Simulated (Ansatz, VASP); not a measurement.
**CdTe: VASP beside Ansatz**

Contents of INCAR:

```
SYSTEM = CdTe
  ALGO = Normal
  EDIFF = 1E-6
  ENCUT = 520
  GGA = PE
  ISIF = 2
  ISMEAR = -1
  LASPH = .True.
  LCHARG = .False.
  LREAL = .False.
  LWAVE = .False.
  NBANDS = 16
  NELM = 60
  PREC = Accurate
  SIGMA = 0.08
```

Contents of KPOINTS:

```
k-points
0
Gamma
  11 11 11
  0 0 0
```

The input POSCAR:

```
CdTe
1.0
    0.0000000000      3.1699467955      3.1699467955
    3.1699467955      0.0000000000      3.1699467955
    3.1699467955      3.1699467955      0.0000000000
Cd Te
1 1
Direct
    0.0000000000      0.0000000000      0.0000000000
    0.2500000000      0.2500000000      0.2500000000
```

Input for Ansatz:

```yaml
crystal:
  lattice:
    - [0.0, 3.1699467955, 3.1699467955]
    - [3.1699467955, 0.0, 3.1699467955]
    - [3.1699467955, 3.1699467955, 0.0]
  atoms:
    - { symbol: Cd, position: [0.0, 0.0, 0.0] }
    - { symbol: Te, position: [0.25, 0.25, 0.25] }
kpoints:
  mp_grid: { grid: [11, 11, 11] }
scf:
  occupations: { method: fermi_dirac, width: 0.08 }
hamiltonian:
  xc: pbe
  pseudopotentials: { kind: all_electron, lapw: { basis_error: 0.001 } }
output:
  forces: true
  stress: true
  eigenvalues: true
  populations: true
```

Change from the starting cell: volume scaled by 0.88, LAPW.

Alike in both runs: task single point; functional PBE; k mesh 11 × 11 × 11; occupations fermi-dirac, width 0.08 eV; no spin polarisation.

```csv
,VASP,Ansatz
version,VASP 6.6.1,Ansatz 0.2.0
potentials or method,"VASP PAW PBE potentials, release 64 (Cd, Te)","all-electron LAPW, scalar-relativistic"
plane-wave cutoff (eV),520,see its input
```

|  | VASP | Ansatz | Ansatz less VASP |
| --- | --- | --- | --- |
| pressure (GPa) | 6.3 | 6.2 | -0.16 |

Ansatz ran all-electron here, so the differences hold the error of VASP's frozen core and of both bases.

Caveats: spin-orbit coupling is left out, which moves the levels of the heavy elements.
